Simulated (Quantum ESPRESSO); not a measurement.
Runs of Quantum ESPRESSO 7.5 on MnS. It takes space group F-43m (No. 216, cubic). The conventional cell has a = 4.947 Å, b = 4.947 Å, c = 4.947 Å, α = 90.00°, β = 90.00°, γ = 90.00°. Mn (site symmetry -43m) has 4 S at 2.14 Å as nearest neighbours. S (site symmetry -43m) is surrounded by 4 Mn at 2.14 Å. The cell is a database's computed one.

| task | level | potentials or basis | cell | k mesh | cutoff (eV) | smearing | iterations | form of the LDA correlation | k mesh for the Wannier functions | gap on the mesh (eV) | pressure (GPa) | moment (μB) | V0 of scaled cells (Å³/atom) | B0 (GPa) |
| --- | --- | --- | --- | --- | --- | --- | --- | --- | --- | --- | --- | --- | --- | --- |
| Wannier functions | LDA | JTH 2.0 LDA | as given | 7 × 7 × 7 | 490 | fermi-dirac 0.05 eV | 0 | PW92 | 5 × 5 × 5 | none | - | (b) | - | - |
| phonons | LDA | JTH 2.0 LDA | relaxed | 9 × 9 × 9 | 735 | cold 0.136 eV | - | PW92 | - | none | 0.0 | 0.25 | - | - |
| equation of state | LDA | PseudoDojo 0.4.1 SR LDA standard | as given | 9 × 9 × 9 | 1306 | fermi-dirac 0.05 eV | - | PW92 | - | - | - | - | 14.41 | 162 |
| equation of state | LDA | GBRV 1.5 LDA | as given | 9 × 9 × 9 | 612 | fermi-dirac 0.05 eV | - | PZ81 | - | - | - | - | 14.45 | 163 |
| band structure | PBEsol | GBRV 1.5 PBEsol | as given | 9 × 9 × 9 | 612 | fermi-dirac 0.05 eV | - | - | - | none | -3.2 | 0.23 | - | - |
| equation of state | PBEsol | GBRV 1.5 PBEsol | as given | 9 × 9 × 9 | 612 | fermi-dirac 0.05 eV | - | - | - | - | - | - | 14.82 | 150 |
| phonons | PBEsol | GBRV 1.5 PBEsol | relaxed | 9 × 9 × 9 | 612 | cold 0.272 eV | - | - | - | none | 0.0 | 0.35 | - | - |
| single point | PBEsol | GBRV 1.5 PBEsol | as given | 9 × 9 × 9 | 612 | fermi-dirac 0.05 eV | - | - | - | none | -3.2 | 0.23 | - | - |
| band structure | LDA | GBRV 1.5 LDA | as given | 9 × 9 × 9 | 612 | fermi-dirac 0.05 eV | - | PZ81 | - | none | -7.0 | (a) | - | - |

Alike in all rows: spin collinear, ferromagnetic start.

Fill in the values left out.

(a) 0.10; (b) 0.21.

Caveats: the moment fell far below its start of 4 μB, so a state of higher moment may lie lower in energy (some runs); semilocal functionals often make such compounds metallic where correlation or magnetic order opens a gap, which also shifts bond lengths (some runs); the cutoff lies well under what these potentials need, so the values aren't converged (some runs); the cutoff is low for these files, which shifts pressure and relaxed volume (some runs).

A k mesh can miss the band edges.

A gap of «none» marks a metal or a gap under the smearing width.

Not every run made on this cell is shown here.
